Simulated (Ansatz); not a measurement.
# SnSe: a film clamped to a substrate

Computed with Ansatz, DFT PBE+D3(BJ), scalar-relativistic, plane waves, PAW. Settings: plane waves to 420 eV, k-mesh 10×10×10 (Γ-centred), Gaussian smearing 0.05 eV. No spin polarisation. Energies are free energies at this smearing, counted from the undisturbed cell; pressure is positive in compression.

The starting cell (relaxed at this level; this rock-salt form isn't the usual structure):

```
Sn Se
1.0
     0.00000    2.98877    2.98877
     2.98877    0.00000    2.98877
     2.98877    2.98877    0.00000
Sn Se
1 1
Direct
  0.00000 0.00000 0.00000
  0.50000 0.50000 0.50000
```

The cell (2 atoms, V0 = 53.40 Å³) is strained by p along both x and y and by q along z, fractional coordinates fixed. τp = (1/V0) ∂E/∂p = (σxx + σyy)(1 + p)(1 + q) and τq = (1/V0) ∂E/∂q = σzz(1 + p)², with tension positive.

```
     p q  ΔE (meV/atom)  τp (GPa)  τq (GPa)
 0.000   0.000           0.00      0.04      0.02
-0.015   0.000           5.92     -4.91     -0.24
 0.015   0.000           5.47      4.21      0.29
 0.000  -0.015           2.80     -0.22     -2.33
 0.000   0.015           2.56      0.30      1.97
```

Task: Get the second derivatives of the energy density.

Result: Central differences give A = ∂τp/∂p = 304 GPa (C11 + C22 + 2 C12), C = ∂τq/∂q = 143 GPa (C33) and the cross term B = ∂τq/∂p = 17.5 GPa (C13 + C23); ∂τp/∂q = 17.6 GPa must equal B, and any difference shows higher-order terms. The ions are clamped. In a cubic crystal C11 = C = 143, C12 = B/2 = 8.7 GPa and A should be 2(C11 + C12) = 304 GPa; the bulk modulus is (C11 + 2 C12)/3 = 54 GPa.

Task: A film of this crystal grows with z along the normal on a substrate that imposes p. How does its thickness respond, and what does the misfit cost?

Result: Count p and q from the stress-free cell. A free surface needs τq = 0, so q = −(B/C) p = -0.12 p. The energy density left is (A − B²/C) p²/2 = M p², with the biaxial modulus M = 151 GPa; a misfit of 1 % costs 2.52 meV/atom, against 2.53 meV/atom if the thickness were held.

At p = 0.030 the energies along q are 29.8 (q = -0.030), 21.9 (q = -0.015), 20.4 (q = 0.000), 24.2 (q = 0.015), 32.0 (q = 0.030) meV/atom.

Task: Does the linear rule hold at this misfit?

Result: A parabola through the lowest point and its neighbours has its minimum at q = -0.003, 20.3 meV/atom. With the stress left in the starting cell, τp0 and τq0, linear elasticity gives q = −(τq0 + Bp)/C = -0.004 and E = V0(τp0 p + τq0 q + Ap²/2 + Bpq + Cq²/2)/N = 22.8 meV/atom. The energies differ by more than a tenth, so the quadratic law fails here: the gap holds the anharmonic part, with some error from the wide steps. Cubic terms also shift the vertex of so wide a parabola.

Cost: 25 runs of about 3.3 core-minutes in all, on AMD EPYC (Zen 3) (shared hosts).

Clamping the film in the plane barely changes its thickness, and letting the thickness relax recovers almost none of the misfit energy. Both follow from C12 being very small beside C11. In rock-salt IV-VI compounds, bonding runs mainly through σ-overlapping p orbitals in straight chains along the cube axes. Stretching two sets of chains therefore loads the third only weakly, which probably accounts for the small Poisson response.

The energies also show the usual anharmonicity of a bond: compression costs more than equal extension, both in the plane and along the normal. This explains why the quadratic law overestimates the cost at the larger tensile misfit, and suggests that it would underestimate the cost of a comparable compression. The predicted and fitted contractions there are both slight, -0.004 and -0.003, but in relative terms they agree no better than the energies do.

Inversion symmetry rules out a linear internal displacement under these strains, but not a spontaneous off-centre shift of the Sn and Se sublattices, which in-plane tension could favour and which would lower the energy further.
